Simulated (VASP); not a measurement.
# AlAs (F-43m) in VASP: a series of runs

One crystal, AlAs, is run at these levels: PBEsol; tasks: single point.

Everything below comes from runs of VASP 6.6.1. Logs are shortened: lines on timing, memory, paths and dates and some standing lists are left out, and cuts for length are marked.

## Step 1: The crystal as given

The structure is cubic, space group F-43m (No. 216). The conventional cell has a = 5.682 Å, b = 5.682 Å, c = 5.682 Å, α = 90.00°, β = 90.00°, γ = 90.00°. Around Al (site symmetry -43m) lie 4 As at 2.46 Å. As (site symmetry -43m) has 4 Al at 2.46 Å as nearest neighbours.

The cell is a database's computed one.

## Step 2: Single point, PBEsol

File INCAR:

```
SYSTEM = AlAs
PREC = Accurate
ENCUT = 520
EDIFF = 1E-6
ISMEAR = 0
SIGMA = 0.5
LREAL = .FALSE.
LASPH = .TRUE.
NELM = 80
ALGO = Normal
ISIF = 2
LWAVE = .FALSE.
LCHARG = .TRUE.
GGA = PS
LELF = .TRUE.
LVHAR = .TRUE.
NBANDS = 11
```

File KPOINTS:

```
Automatic mesh
0
G
  8 8 8
  0 0 0
```

File POSCAR:

```
AlAs
1.0
    0.0000000000      2.8408800000      2.8408800000
    2.8408800000      0.0000000000      2.8408800000
    2.8408800000      2.8408800000      0.0000000000
Al As
1 1
Direct
    0.0000000000      0.0000000000      0.0000000000
    0.2500000000      0.2500000000      0.2500000000
```

Potentials or basis: VASP PAW PBE potentials, release 64 (Al, As).

The run is started by

```
cat potpaw_PBE.64/Al/POTCAR potpaw_PBE.64/As/POTCAR > POTCAR
mpirun -np 1 vasp_std > vasp.out
```

OUTCAR:

```text
SYSTEM = AlAs
   PREC = Accurate
   ENCUT = 520
   EDIFF = 1E-6
   ISMEAR = 0
   LREAL = .FALSE.
   LASPH = .TRUE.
   NELM = 80
   ISIF = 2
   GGA = PS

 ion  position               nearest neighbor table
   1  0.000  0.000  0.000-   2 2.46   2 2.46   2 2.46   2 2.46
   2  0.250  0.250  0.250-   1 2.46   1 2.46   1 2.46   1 2.46

  LATTYP: Found a face centered cubic cell.
 ALAT       =     5.6817600000

  Lattice vectors:

 A1 = (   0.0000000000,   2.8408800000,   2.8408800000)
 A2 = (   2.8408800000,   0.0000000000,   2.8408800000)
 A3 = (   2.8408800000,   2.8408800000,   0.0000000000)

Analysis of symmetry for initial positions (statically):
=====================================================================
 Subroutine PRICEL returns:
 Original cell was already a primitive cell.

 Routine SETGRP: Setting up the symmetry group for a
 face centered cubic supercell.

 Subroutine GETGRP returns: Found 24 space group operations
 (whereof 24 operations were pure point group operations)
 out of a pool of 48 trial point group operations.

The static configuration has the point symmetry T_d .

Analysis of symmetry for dynamics (positions and initial velocities):
=====================================================================
 Subroutine PRICEL returns:
 Original cell was already a primitive cell.

 Routine SETGRP: Setting up the symmetry group for a
 face centered cubic supercell.

 Subroutine GETGRP returns: Found 24 space group operations
 (whereof 24 operations were pure point group operations)
 out of a pool of 48 trial point group operations.

The dynamic configuration has the point symmetry T_d .

 Subroutine INISYM returns: Found 24 space group operations
 (whereof 24 operations are pure point group operations),
 and found     1 'primitive' translations

----------------------------------------------------------------------------------------

                                     Primitive cell

  volume of cell :      45.8552

  direct lattice vectors                    reciprocal lattice vectors
     0.000000000  2.840880000  2.840880000    -0.176001802  0.176001802  0.176001802
     2.840880000  0.000000000  2.840880000     0.176001802 -0.176001802  0.176001802
     2.840880000  2.840880000  0.000000000     0.176001802  0.176001802 -0.176001802

  length of vectors
     4.017611025  4.017611025  4.017611025     0.304844064  0.304844064  0.304844064

  position of ions in fractional coordinates (direct lattice)
     0.000000000  0.000000000  0.000000000
     0.250000000  0.250000000  0.250000000

[... 82 lines left out ...]
   ISIF   =      2    stress and relaxation
   ISYM   =      2    0-nonsym 1-usesym 2-fastsym
   POTIM  = 0.5000    time-step for ionic-motion
   TEBEG  =    0.0;   TEEND  =   0.0 temperature during run
   PSTRESS=    0.0 pullay stress
   NELECT =       8.0000    total number of electrons
   NUPDOWN=      -1.0000    fix difference up-down
   EMIN   =  10.00;   EMAX   =-10.00  energy-range for DOS
   EFERMI =   0.00;   METHOD = LEGACY
   ISMEAR =     0;   SIGMA  =   0.50  broadening in eV -4-tet -1-fermi 0-gaus
   EFERMI_NEDOS =   21; number of points for ismear=-14 and -15
   IALGO  =     38    algorithm
   IMIX   =      4    mixing-type and parameters
     AMIX     =   0.40;   BMIX     =  1.00
     AMIX_MAG =   1.60;   BMIX_MAG =  1.00
  volume/ion in A,a.u.               =      22.93       154.72
  Fermi-wavevector in a.u.,A,eV,Ry     =   0.914763  1.728651 11.385238  0.836791
  Thomas-Fermi vector in A             =   2.039427
   LORBIT       =      0    0 simple, 1 ext, 2 COOP (PROOUT), +10 PAW based schemes
   GGA     = PS    functional components
   LHFCALC =     F    Hartree Fock is set to
   AEXX    =    0.0000 exact exchange contribution
   IVDW    =     0    specifies the selected vdW correction
   LEPSILON=     F    determine dielectric tensor
   LRPA    =     F    only Hartree local field effects (RPA)
 non-spin polarized calculation
 Gauss-broadening in eV      SIGMA  =   0.50
  energy-cutoff  :      520.00
  volume of cell :       45.86
 maximum number of plane-waves:      1254
 NGX is ok and might be reduce to    30
   NGX = 15   NGY = 15   NGZ = 15

 number of electron       7.9999999 magnetization

 Free energy of the ion-electron system (eV)
  ---------------------------------------------------
  ext. energy  EPLUGINS =         0.00000000
  ---------------------------------------------------
  free energy    TOTEN  =       -10.06507369 eV

  energy without entropy =      -10.06355644  energy(sigma->0) =      -10.06431507

 E-fermi :   4.4548     XC(G=0):  -9.1533

 val. band max:        3.7078193070   @ k =   0.0000   0.0000   0.0000
 cond. band min:       5.0461966751   @ k =   0.5000   0.5000   0.0000
 fundamental gap:      1.3383773681
 Fermi energy:         4.4547575665

 k-point     1 :       0.0000    0.0000    0.0000
  band No.  band energies     occupation
      1      -8.1173      2.00000
      2       3.7078      1.96537
      3       3.7078      1.96537
      4       3.7078      1.96537
      5       5.6014      0.00118
      6       7.9524      0.00000
      7       7.9524      0.00000
      8       7.9524      0.00000
      9      12.3584      0.00000
     10      12.6766      0.00000
     11      12.6766      0.00000
[... 309 lines left out ...]
 k-point    24 :      -0.3750    0.2500    0.1250
  band No.  band energies     occupation
      1      -6.4574      2.00000
      2      -1.5332      2.00000
      3       1.0192      2.00000
      4       2.1719      2.00000
      5       7.2936      0.00000
      6       7.8604      0.00000
      7      10.3074      0.00000
      8      11.2380      0.00000
      9      11.9598      0.00000
     10      14.5804      0.00000
     11      15.8367      0.00000

 [... further k-points ...]
[... 5 lines left out ...]
  --------------------------------------------------------------------------------------
  -------------------------------------------------------------------------------------
  Total       -0.0011688     -0.0011688     -0.0011688      0.0000000      0.0000000     -0.0000000
  in kB       -0.0408361     -0.0408361     -0.0408361      0.0000000      0.0000000     -0.0000000
  external PRESSURE =      -0.0408361 kB  Pullay stress =       0.0000000 kB

 VOLUME and BASIS-vectors are now :
 -----------------------------------------------------------------------------
  energy-cutoff  :      520.00
  volume of cell :       45.86
      direct lattice vectors                 reciprocal lattice vectors
     0.000000000  2.840880000  2.840880000    -0.176001802  0.176001802  0.176001802
     2.840880000  0.000000000  2.840880000     0.176001802 -0.176001802  0.176001802
     2.840880000  2.840880000  0.000000000     0.176001802  0.176001802 -0.176001802

 POSITION                                       TOTAL-FORCE (eV/Angst)
 -----------------------------------------------------------------------------------
      0.00000      0.00000      0.00000        -0.000000      0.000000      0.000000
      1.42044      1.42044      1.42044         0.000000     -0.000000     -0.000000
 -----------------------------------------------------------------------------------
    total drift:                               -0.000000     -0.000000     -0.000000

  FREE ENERGIE OF THE ION-ELECTRON SYSTEM (eV)
  ---------------------------------------------------
  free  energy   TOTEN  =       -10.0650736931 eV

  energy  without entropy=      -10.0635564374  energy(sigma->0) =      -10.06431507
```

OSZICAR:

```text
N       E                     dE             d eps       ncg     rms          rms(c)
DAV:   1     0.136869725741E+02    0.13687E+02   -0.29020E+03   638   0.541E+02
DAV:   2    -0.920869187891E+01   -0.22896E+02   -0.21827E+02   815   0.896E+01
DAV:   3    -0.103206988266E+02   -0.11120E+01   -0.11094E+01   828   0.191E+01
DAV:   4    -0.103299674403E+02   -0.92686E-02   -0.92678E-02   729   0.206E+00
DAV:   5    -0.103301220367E+02   -0.15460E-03   -0.15459E-03   797   0.265E-01    0.324E+00
DAV:   6    -0.101126597105E+02    0.21746E+00   -0.35091E-01   698   0.211E+00    0.184E+00
DAV:   7    -0.100667798040E+02    0.45880E-01   -0.17186E-01   736   0.158E+00    0.650E-01
DAV:   8    -0.100650146373E+02    0.17652E-02   -0.11099E-02   695   0.488E-01    0.944E-02
DAV:   9    -0.100650231317E+02   -0.84943E-05   -0.53605E-04   749   0.123E-01    0.453E-02
DAV:  10    -0.100650695041E+02   -0.46372E-04   -0.51638E-05   706   0.394E-02    0.953E-03
DAV:  11    -0.100650738370E+02   -0.43329E-05   -0.73762E-06   759   0.136E-02    0.497E-03
DAV:  12    -0.100650736931E+02    0.14391E-06   -0.12429E-06   476   0.489E-03
   1 F= -.10065074E+02 E0= -.10064315E+02  d E =-.151726E-02
```

Wall time 14 s (1 thread of Intel Xeon Platinum 8488C (Sapphire Rapids), shared host); peak memory 0.17 GiB.

Results:

```
Free energy            : -10.0651 eV
Pressure               : 0.0 GPa
Band gap on the k mesh : 1.34 eV, indirect (least direct gap 1.89 eV)
```

Levels at points of the mesh, in eV from the valence-band top:
| k point | band 1 | band 2 | band 3 | band 4 | band 5 | band 6 | band 7 | band 8 |
| --- | --- | --- | --- | --- | --- | --- | --- | --- |
| (0.00, 0.00, 0.00) | -11.83 | 0.00 | 0.00 | 0.00 | 1.89 | 4.24 | 4.24 | 4.24 |
| (0.50, 0.00, 0.00) | -10.42 | -5.55 | -0.82 | -0.82 | 2.04 | 4.62 | 4.62 | 7.56 |
| (0.50, 0.50, 0.00) | -9.88 | -5.40 | -2.16 | -2.16 | 1.34 | 2.22 | 10.20 | 10.20 |

Caveat: the PAW data sets were made with another functional, which shifts forces and pressure a little. As with any semilocal functional, this PBEsol gap is likely too small.

## Step 3: Single point, PBEsol

Changes to INCAR since step 2:

```diff
@@ -2,6 +2,6 @@
 PREC = Accurate
-ENCUT = 520
+ENCUT = 900
 EDIFF = 1E-6
 ISMEAR = 0
-SIGMA = 0.5
+SIGMA = 0.02
 LREAL = .FALSE.
```

KPOINTS is that of step 2.

POSCAR is that of step 2.

Potentials or basis: VASP PAW PBE potentials, release 64 (Al, As).

The run is started by

```
cat potpaw_PBE.64/Al/POTCAR potpaw_PBE.64/As/POTCAR > POTCAR
mpirun -np 1 vasp_std > vasp.out
```

OUTCAR:

```text
SYSTEM = AlAs
   PREC = Accurate
   ENCUT = 900
   EDIFF = 1E-6
   ISMEAR = 0
   LREAL = .FALSE.
   LASPH = .TRUE.
   NELM = 80
   ISIF = 2
   GGA = PS

 ion  position               nearest neighbor table
   1  0.000  0.000  0.000-   2 2.46   2 2.46   2 2.46   2 2.46
   2  0.250  0.250  0.250-   1 2.46   1 2.46   1 2.46   1 2.46

  LATTYP: Found a face centered cubic cell.
 ALAT       =     5.6817600000

  Lattice vectors:

 A1 = (   0.0000000000,   2.8408800000,   2.8408800000)
 A2 = (   2.8408800000,   0.0000000000,   2.8408800000)
 A3 = (   2.8408800000,   2.8408800000,   0.0000000000)

Analysis of symmetry for initial positions (statically):
=====================================================================
 Subroutine PRICEL returns:
 Original cell was already a primitive cell.

 Routine SETGRP: Setting up the symmetry group for a
 face centered cubic supercell.

 Subroutine GETGRP returns: Found 24 space group operations
 (whereof 24 operations were pure point group operations)
 out of a pool of 48 trial point group operations.

The static configuration has the point symmetry T_d .

Analysis of symmetry for dynamics (positions and initial velocities):
=====================================================================
 Subroutine PRICEL returns:
 Original cell was already a primitive cell.

 Routine SETGRP: Setting up the symmetry group for a
 face centered cubic supercell.

 Subroutine GETGRP returns: Found 24 space group operations
 (whereof 24 operations were pure point group operations)
 out of a pool of 48 trial point group operations.

The dynamic configuration has the point symmetry T_d .

 Subroutine INISYM returns: Found 24 space group operations
 (whereof 24 operations are pure point group operations),
 and found     1 'primitive' translations

----------------------------------------------------------------------------------------

                                     Primitive cell

  volume of cell :      45.8552
[... 112 lines left out ...]
  Thomas-Fermi vector in A             =   2.039427
   LORBIT       =      0    0 simple, 1 ext, 2 COOP (PROOUT), +10 PAW based schemes
   GGA     = PS    functional components
   LHFCALC =     F    Hartree Fock is set to
   AEXX    =    0.0000 exact exchange contribution
   IVDW    =     0    specifies the selected vdW correction
   LEPSILON=     F    determine dielectric tensor
   LRPA    =     F    only Hartree local field effects (RPA)
 non-spin polarized calculation
 Gauss-broadening in eV      SIGMA  =   0.02
  energy-cutoff  :      900.00
  volume of cell :       45.86
 maximum number of plane-waves:      2838
   NGX = 19   NGY = 19   NGZ = 19

 number of electron       8.0000000 magnetization

 Free energy of the ion-electron system (eV)
  ---------------------------------------------------
  ext. energy  EPLUGINS =         0.00000000
  ---------------------------------------------------
  free energy    TOTEN  =       -10.06515396 eV

  energy without entropy =      -10.06515396  energy(sigma->0) =      -10.06515396

 E-fermi :   3.8708     XC(G=0):  -9.1530

 val. band max:        3.7083874908   @ k =   0.0000   0.0000   0.0000
 cond. band min:       5.0463761643   @ k =   0.5000   0.5000   0.0000
 fundamental gap:      1.3379886735
 Fermi energy:         3.8708238859

 k-point     1 :       0.0000    0.0000    0.0000
  band No.  band energies     occupation
      1      -8.1167      2.00000
      2       3.7084      2.00000
      3       3.7084      2.00000
      4       3.7084      2.00000
      5       5.6018      0.00000
      6       7.9524      0.00000
      7       7.9524      0.00000
      8       7.9524      0.00000
      9      12.3585      0.00000
     10      12.6767      0.00000
     11      12.6767      0.00000
[... 309 lines left out ...]
 k-point    24 :      -0.3750    0.2500    0.1250
  band No.  band energies     occupation
      1      -6.4567      2.00000
      2      -1.5330      2.00000
      3       1.0195      2.00000
      4       2.1723      2.00000
      5       7.2938      0.00000
      6       7.8606      0.00000
      7      10.3076      0.00000
      8      11.2383      0.00000
      9      11.9598      0.00000
     10      14.5805      0.00000
     11      15.8368      0.00000

 [... further k-points ...]
[... 5 lines left out ...]
  --------------------------------------------------------------------------------------
  -------------------------------------------------------------------------------------
  Total        0.0006175      0.0006175      0.0006175      0.0000000      0.0000000     -0.0000000
  in kB        0.0215758      0.0215758      0.0215758      0.0000000      0.0000000     -0.0000000
  external PRESSURE =       0.0215758 kB  Pullay stress =       0.0000000 kB

 VOLUME and BASIS-vectors are now :
 -----------------------------------------------------------------------------
  energy-cutoff  :      900.00
  volume of cell :       45.86
      direct lattice vectors                 reciprocal lattice vectors
     0.000000000  2.840880000  2.840880000    -0.176001802  0.176001802  0.176001802
     2.840880000  0.000000000  2.840880000     0.176001802 -0.176001802  0.176001802
     2.840880000  2.840880000  0.000000000     0.176001802  0.176001802 -0.176001802

 POSITION                                       TOTAL-FORCE (eV/Angst)
 -----------------------------------------------------------------------------------
      0.00000      0.00000      0.00000         0.000000      0.000000     -0.000000
      1.42044      1.42044      1.42044        -0.000000     -0.000000      0.000000
 -----------------------------------------------------------------------------------
    total drift:                               -0.000000     -0.000000     -0.000000

  FREE ENERGIE OF THE ION-ELECTRON SYSTEM (eV)
  ---------------------------------------------------
  free  energy   TOTEN  =       -10.0651539595 eV

  energy  without entropy=      -10.0651539595  energy(sigma->0) =      -10.06515396
```

stdout:

```text
POSCAR found type information on POSCAR AlAs
 POSCAR found :  2 types and       2 ions
 scaLAPACK will be used
 -----------------------------------------------------------------------------
|                                                                             |
|                                                                             |
|     You enforced a specific xc type in the INCAR file but a different       |
|     I HOPE YOU KNOW WHAT YOU ARE DOING!                                     |
|                                                                             |
 -----------------------------------------------------------------------------

 LDA part: xc-table for (Slater+PW92), standard interpolation
 POSCAR, INCAR and KPOINTS ok, starting setup
 FFT: planning ... GRIDC
 FFT: planning ... GRID_SOFT
 FFT: planning ... GRID
 WAVECAR not read
 entering main loop
```

Wall time 26 s (1 thread of Intel Xeon Platinum 8488C (Sapphire Rapids), shared host); peak memory 0.25 GiB.

Results:

```
Free energy            : -10.0652 eV
Pressure               : 0.0 GPa
Band gap on the k mesh : 1.34 eV, indirect (least direct gap 1.89 eV)
```

Caveat: the PAW data sets were made with another functional, which shifts forces and pressure a little.
